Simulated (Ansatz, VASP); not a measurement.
## CdTe in two plane-wave programs

Wanted: the spread between two codes on one cell, functional and k mesh.

Main program and level: Ansatz 0.2.0; plane waves, with VASP 6.6.1 beside it; band structure at HSE06.

## (1) Starting point

It takes space group F-43m (No. 216, cubic). The conventional cell has a = 6.480 Å, b = 6.480 Å, c = 6.480 Å, α = 90.00°, β = 90.00°, γ = 90.00°. Cd has 4 Te at 2.81 Å nearest. Nearest to Te lie 4 Cd at 2.81 Å. Farther neighbours and most contacts between anions are not listed.

Coordinates:

```
Cd Te
1.0
     0.00000    3.24000    3.24000
     3.24000    0.00000    3.24000
     3.24000    3.24000    0.00000
Cd Te
1 1
Cartesian
  0.0000 0.0000 0.0000
  1.6200 1.6200 1.6200
```

## (2) VASP: band structure, HSE06

Levels along a path test the potential and the projectors away from the mesh points.

Lines of VASP's logs that name or quote its potential files are left out, and so is its time.

The run reads the wave functions of an earlier VASP run, which isn't shown here.

INCAR reads:

```
SYSTEM = CdTe
PREC = Accurate
ENCUT = 400
EDIFF = 1E-06
NELM = 100
ISMEAR = 0
SIGMA = 0.02
LREAL = .FALSE.
ALGO = Normal
LHFCALC = .TRUE.
AEXX = 0.25
GGA = PE
HFSCREEN = 0.2
LASPH = .TRUE.
NBANDS = 15
PRECFOCK = Fast
LORBIT = 11
LWAVE = .FALSE.
LCHARG = .FALSE.
KPAR = 4
```

POSCAR reads:

```
CdTe
1.0
    0.0000000000      3.2400000000      3.2400000000
    3.2400000000      0.0000000000      3.2400000000
    3.2400000000      3.2400000000      0.0000000000
Cd Te
1 1
Direct
    0.0000000000      0.0000000000      0.0000000000
    0.2500000000      0.2500000000      0.2500000000
```

KPOINTS reads:

```
Automatic mesh
0
Gamma
4 4 4
0 0 0
```

KPOINTS_OPT reads:

```
Line mode
6
Line-mode
Reciprocal
  0.00000000   0.00000000   0.00000000 GAMMA
  0.50000000   0.00000000   0.50000000 X

  0.50000000   0.00000000   0.50000000 X
  0.50000000   0.25000000   0.75000000 W

  0.50000000   0.25000000   0.75000000 W
  0.37500000   0.37500000   0.75000000 K

  0.37500000   0.37500000   0.75000000 K
  0.00000000   0.00000000   0.00000000 GAMMA

  0.00000000   0.00000000   0.00000000 GAMMA
  0.50000000   0.50000000   0.50000000 L

  0.50000000   0.50000000   0.50000000 L
  0.62500000   0.25000000   0.62500000 U

  0.62500000   0.25000000   0.62500000 U
  0.50000000   0.25000000   0.75000000 W

  0.50000000   0.25000000   0.75000000 W
  0.50000000   0.50000000   0.50000000 L

  0.50000000   0.50000000   0.50000000 L
  0.37500000   0.37500000   0.75000000 K

  0.62500000   0.25000000   0.62500000 U
  0.50000000   0.00000000   0.50000000 X
```

The projector-augmented-wave data sets are Cd and Te (PBE family, release 64).

The run is started by

```
$ mpirun -np 4 vasp_std
```

Numbers of over 12 decimals in the logs are rounded to 6 here.

The program printed:

```text
[banner, memory and clock lines left out]
running    4 mpi-ranks, on    1 nodes
 distrk:  each k-point on    1 cores,    4 groups
 distr:  one band on    1 cores,    1 groups

 POSCAR found type information on POSCAR CdTe
 POSCAR found :  2 types and       2 ions
 LDA part: xc-table for (Slater+PW92), standard interpolation
 found WAVECAR, reading the header
 POSCAR, INCAR and KPOINTS ok, starting setup
 FFT: planning ... GRIDC
 FFT: planning ... GRID_SOFT
 FFT: planning ... GRID
 reading WAVECAR
 the WAVECAR file was read successfully
 initial charge from wavefunction
 entering main loop
       N       E                     dE             d eps       ncg     rms          rms(c)
DAV:   1    -0.598686723176E+01   -0.59869E+01   -0.11470E+00   240   0.816E+00    0.949E+00
DAV:   2    -0.599363836604E+01   -0.67711E-02   -0.51321E-02   275   0.260E+00    0.621E+00
DAV:   3    -0.599277841812E+01    0.85995E-03   -0.36585E-03   346   0.700E-01    0.381E+00
DAV:   4    -0.599251953048E+01    0.25889E-03   -0.30846E-04   282   0.172E-01    0.228E+00
DAV:   5    -0.599244895581E+01    0.70575E-04   -0.69233E-05   261   0.657E-02    0.136E+00
DAV:   6    -0.599243363600E+01    0.15320E-04   -0.17604E-05   275   0.331E-02    0.818E-01
DAV:   7    -0.599243046378E+01    0.31722E-05   -0.26069E-06   228   0.146E-02    0.491E-01
DAV:   8    -0.599242965218E+01    0.81160E-06   -0.80246E-07   190   0.833E-03
   1 F= -.59924297E+01 E0= -.59924297E+01  d E =-.139156E-14
 Start KPOINTS_OPT (optional k-point list driver)
k-point batch [1-8\60]
       N       E                     dE             ncg
DAV:   1     0.175373178485E+03   -0.23657E+04      240
DAV:   2    -0.721083273074E+03   -0.89646E+03      254
DAV:   3    -0.762988385792E+03   -0.41905E+02      310
DAV:   4    -0.763651411264E+03   -0.66303E+00      367
DAV:   5    -0.763655736215E+03   -0.43250E-02      303
DAV:   6    -0.763655769890E+03   -0.33675E-04      360
DAV:   7    -0.763655770325E+03   -0.43437E-06      232
[...]
k-point batch [57-60\60]
       N       E                     dE             ncg
DAV:   1     0.208138312922E+04   -0.20430E+04      120
DAV:   2     0.162166797236E+04   -0.45972E+03      127
DAV:   3     0.159989763370E+04   -0.21770E+02      148
DAV:   4     0.159956343499E+04   -0.33420E+00      187
DAV:   5     0.159956134905E+04   -0.20859E-02      141
DAV:   6     0.159956133545E+04   -0.13600E-04      187
DAV:   7     0.159956133530E+04   -0.14638E-06      116
```

From OUTCAR (step 2):

```text
ion  position               nearest neighbor table
   1  0.000  0.000  0.000-   2 2.81   2 2.81   2 2.81   2 2.81
   2  0.250  0.250  0.250-   1 2.81   1 2.81   1 2.81   1 2.81

  LATTYP: Found a face centered cubic cell.
 ALAT       =     6.4800000000

 Subroutine GETGRP returns: Found 24 space group operations
 (whereof 24 operations were pure point group operations)

The static configuration has the point symmetry T_d .

 Found      8 irreducible k-points:

   k-points           NKPTS =      8   k-points in BZ     NKDIM =     64   number of bands    NBANDS=     15

   dimension x,y,z NGX =    30 NGY =   30 NGZ =   30
   dimension x,y,z NGXF=    60 NGYF=   60 NGZF=   60

   ENCUT  =  400.0 eV  29.40 Ry    5.42 a.u.   7.47  7.47  7.47*2*pi/ulx,y,z

   NELECT =      18.0000    total number of electrons

 k-points in reciprocal lattice and weights: Automatic mesh
   0.00000000  0.00000000  0.00000000       0.016
   0.25000000  0.00000000  0.00000000       0.125
   0.50000000  0.00000000  0.00000000       0.062
   0.25000000  0.25000000  0.00000000       0.094
   0.50000000  0.25000000  0.00000000       0.375
  -0.25000000  0.25000000  0.00000000       0.188
   0.50000000  0.50000000  0.00000000       0.047
  -0.25000000  0.50000000  0.25000000       0.094

  exchange ACFDT corr.  =         0.00000000  see jH, gK, PRB 81, 115126

 average (electrostatic) potential at core
       1 -32.6323       2 -87.4452

 E-fermi :   1.9463

 k-point     1 :       0.0000    0.0000    0.0000
  band No.  band energies     occupation
    ...
      5      -7.4964      2.00000
      6      -7.4964      2.00000
      7       1.8431      2.00000
      8       1.8431      2.00000
      9       1.8431      2.00000
     10       3.4249      0.00000
     11       7.3312      0.00000
     12       7.3312      0.00000
     13       7.3312      0.00000
     14      10.3752      0.00000
    ...

 k-point     2 :       0.2500    0.0000    0.0000
  band No.  band energies     occupation
    ...
      5      -7.4969      2.00000
      6      -7.4969      2.00000
      7      -1.0205      2.00000
      8       1.3873      2.00000
      9       1.3873      2.00000
     10       4.6637      0.00000
     11       7.9118      0.00000
     12       7.9118      0.00000
     13       8.1221      0.00000
     14      11.1143      0.00000
    ...

 k-point     3 :       0.5000    0.0000    0.0000
  band No.  band energies     occupation
    ...
      5      -7.4885      2.00000
      6      -7.0459      2.00000
      7      -2.9031      2.00000
      8       1.0127      2.00000
      9       1.0127      2.00000
     10       4.4823      0.00000
     11       7.9143      0.00000
     12       7.9143      0.00000
     13       9.8453      0.00000
     14      11.6265      0.00000
    ...

  energy-cutoff  :      400.00
  volume of cell :       68.02
      direct lattice vectors                 reciprocal lattice vectors
     0.000000000  3.240000000  3.240000000    -0.154320988  0.154320988  0.154320988
     3.240000000  0.000000000  3.240000000     0.154320988 -0.154320988  0.154320988
     3.240000000  3.240000000  0.000000000     0.154320988  0.154320988 -0.154320988

 POSITION                                       TOTAL-FORCE (eV/Angst)
 -----------------------------------------------------------------------------------
      0.00000      0.00000      0.00000        -0.000000     -0.000000     -0.000000
      1.62000      1.62000      1.62000         0.000000      0.000000      0.000000
 -----------------------------------------------------------------------------------
    total drift:                               -0.000038     -0.000020     -0.000026

  FREE ENERGIE OF THE ION-ELECTRON SYSTEM (eV)
  ---------------------------------------------------
  free  energy   TOTEN  =        -5.9924296522 eV

  energy  without entropy=       -5.9924296522  energy(sigma->0) =       -5.99242965

 total charge
# of ion       s       p       d       tot
------------------------------------------
    1        0.437   0.315   9.572  10.324
    2        1.304   2.243   0.020   3.567
--------------------------------------------------
tot          1.741   2.558   9.592  13.891

[... 3 further parts left out ...]
```

(Continued in part 2 of 2.)

[Lines on the potential files, build, host, timing and source positions are cut from VASP's logs without a mark.]

[Logs are printed without paths, hosts, clocks, repeated set-up lines and the standing remarks that a program may print on its own settings, such as how far it seeks lower states.]

[Hosts, paths, dates, database ids (printed as entryN), source tags and the programs' standing remarks are cut or masked in the printed files.]
